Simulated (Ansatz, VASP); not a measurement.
## Two plane-wave programs on Zr

Contents of INCAR:

```
SYSTEM = Zr
PREC     = Accurate       ! precision mode
ENCUT    = 520            ! plane-wave cutoff, eV
EDIFF    = 1E-6           ! SCF threshold, eV
ISMEAR   = 0              ! smearing method
SIGMA    = 0.03           ! smearing width, eV
LREAL    = .FALSE.        ! projectors in reciprocal space
LASPH    = .TRUE.         ! aspherical terms in the spheres
NELM     = 60             ! most SCF steps
ALGO     = Normal         ! electronic algorithm
ISIF     = 2              ! what is computed and relaxed
LWAVE    = .FALSE.        ! write WAVECAR
LCHARG   = .FALSE.        ! write CHGCAR
GGA      = CA             ! functional
NBANDS   = 19             ! bands
```

The input KPOINTS:

```
regular mesh
0
G
  12 12 6
  0 0 0
```

File POSCAR:

```
Zr
1.0
    3.1439658570      0.0000000000      0.0000000000
   -1.5719829285      2.7227543008      0.0000000000
    0.0000000000      0.0000000000      5.0894642375
Zr
2
Direct
    0.3333333333      0.6666666667      0.2500000000
    0.6666666667      0.3333333333      0.7500000000
```

Input for Ansatz:

```yaml
crystal:
  lattice:
    - [3.143965857, 0.0, 0.0]
    - [-1.5719829285, 2.7227543008, 0.0]
    - [0.0, 0.0, 5.0894642375]
  atoms:
    - { symbol: Zr, position: [0.3333333333, 0.6666666667, 0.25] }
    - { symbol: Zr, position: [0.6666666667, 0.3333333333, 0.75] }
hamiltonian:
  xc: lda
  pseudopotentials:
    kind: paw
    azcp:
      Zr: "pseudopotentials/Zr.paw.azcp"
basis:
  ecutwfc: 420
  fft_grid_basis: typed
kpoints:
  mp_grid: { grid: [12, 12, 6], shift: [0, 0, 0] }
magnetization:
  spin_polarized: false
scf:
  occupations: { method: gaussian, width: 0.03 }
  lower_state_search: "off"
output:
  stress: true
  write_density: true
  write_potential: true
  elf: true
  volumetric_format: npy
```

Alike in both runs: task single point; functional LDA; k mesh 12 × 12 × 6; occupations gaussian, width 0.03 eV; no spin polarisation.

```csv
,VASP,Ansatz
version,VASP 6.6.1,Ansatz 0.2.0
potentials or method,"VASP PAW LDA potentials, release 64 (Zr_sv)","plane waves (420 eV) with PAW, scalar-relativistic"
plane-wave cutoff (eV),520,420
valence electrons in the cell,24,24
```

Ansatz gave:

- pressure (GPa): 0.0
- largest component of the traceless stress (GPa): 0.53

**Question.** What did VASP give for the same quantities?

**Answer.** Pressure (GPa): 0.1; largest component of the traceless stress (GPa): 0.50.

Ansatz warned: «pseudo_functional_mismatch».
